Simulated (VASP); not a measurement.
Wanted: the native input for a VASP 6.6.1 run.

```yaml
Task: relaxation of cell and atoms
Functional: PBEsol
Potentials_or_basis: VASP PAW PBE potentials, release 64 (Pb_d, Se)
Cutoff: 600 eV
k_mesh: 10 × 10 × 10
Occupations: gaussian, width 0.03 eV
Spin: no spin polarisation
Further_INCAR_settings: ALGO = Normal; EDIFF = 1e-07; IBRION = 2; EDIFFG = -0.005; NSW = 90; ISIF = 3
```

The structure of PbSe lies in POSCAR:

```
PbSe                                    
1.0
    0.0000000000      3.0522591322      3.0522591322
    3.0522591322      0.0000000000      3.0522591322
    3.0522591322      3.0522591322      0.0000000000
  Pb              Se            
     1     1
Direct
     0.0000000000000000    0.0000000000000000    0.0000000000000000
     0.5000000000000000    0.5000000000000000    0.5000000000000000
```

One way to write it, as run:

INCAR

```
SYSTEM = PbSe
PREC     = Accurate       ! precision mode
ENCUT    = 600            ! plane-wave cutoff, eV
EDIFF    = 1E-7           ! SCF threshold, eV
ISMEAR   = 0              ! smearing method
SIGMA    = 0.03           ! smearing width, eV
LREAL    = .False.        ! projectors in reciprocal space
LASPH    = .True.         ! aspherical terms in the spheres
NELM     = 80             ! most SCF steps
ALGO     = Normal         ! electronic algorithm
ISIF     = 3              ! what is computed and relaxed
LWAVE    = .False.        ! write WAVECAR
LCHARG   = .False.        ! write CHGCAR
GGA      = PS             ! functional
IBRION   = 2              ! ionic algorithm
NSW      = 90             ! ionic steps
EDIFFG   = -0.005         ! ionic threshold
```

KPOINTS

```
Automatic mesh
0
Gamma
  10 10 10
  0 0 0
```

Potentials or basis: VASP PAW PBE potentials, release 64 (Pb_d, Se).

Launch:

```sh
$ cat potpaw_PBE.64/Pb_d/POTCAR potpaw_PBE.64/Se/POTCAR > POTCAR
$ mpirun -np 1 vasp_std > vasp.out
```

Results of the run:

* Pressure after relaxing: 0.0 GPa
* Band gap on the k mesh: 0.17 eV, direct

Caveat: the relaxation stopped at its first step, so nothing moved; the PAW data sets were made with another functional, which shifts forces and pressure a little; spin-orbit coupling is left out, which as a rule narrows the gap of such compounds by several tenths of an eV.

Run time: 17 s on 1 thread of Intel(R) Xeon(R) 6975P-C (Granite Rapids), with other jobs on the host, peak memory 0.23 GiB.
